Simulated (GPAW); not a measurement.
TiO2:

```
Ti O
1.0
     4.59984    0.00000    0.00000
     0.00000    4.59984    0.00000
     0.00000    0.00000    2.95921
Ti O
2 4
Direct
  0.00000 0.00000 0.50000
  0.50000 0.50000 0.00000
  0.30432 0.30432 0.50000
  0.69568 0.69568 0.50000
  0.19568 0.80432 0.00000
  0.80432 0.19568 0.00000
```

The cell is a database's computed one.

Base run:

| Quantity | Value |
| --- | --- |
| Program | GPAW 26.7.0 |
| Functional | BEEF-vdW |
| Potentials or basis | GPAW PAW data sets (gpaw-data 1.2.1) |
| Cutoff | 800 eV |
| Basis | pw |
| k mesh | 4 × 4 × 6 |
| Occupations | fermi-dirac, width 0.05 eV |
| Spin | no spin polarisation |

Its results: band gap on the k mesh 1.87 eV, direct; largest force 0.041 eV/Å.

Problem. The run is repeated on the same cell with these changes: functional from BEEF-vdW to TPSS; band points from 60 to 80. What comes out?

Solution. Band gap on the k mesh 1.99 eV, direct; largest force 0.023 eV/Å.

Caveats: the PAW data sets were made with another functional, which shifts forces and pressure a little.
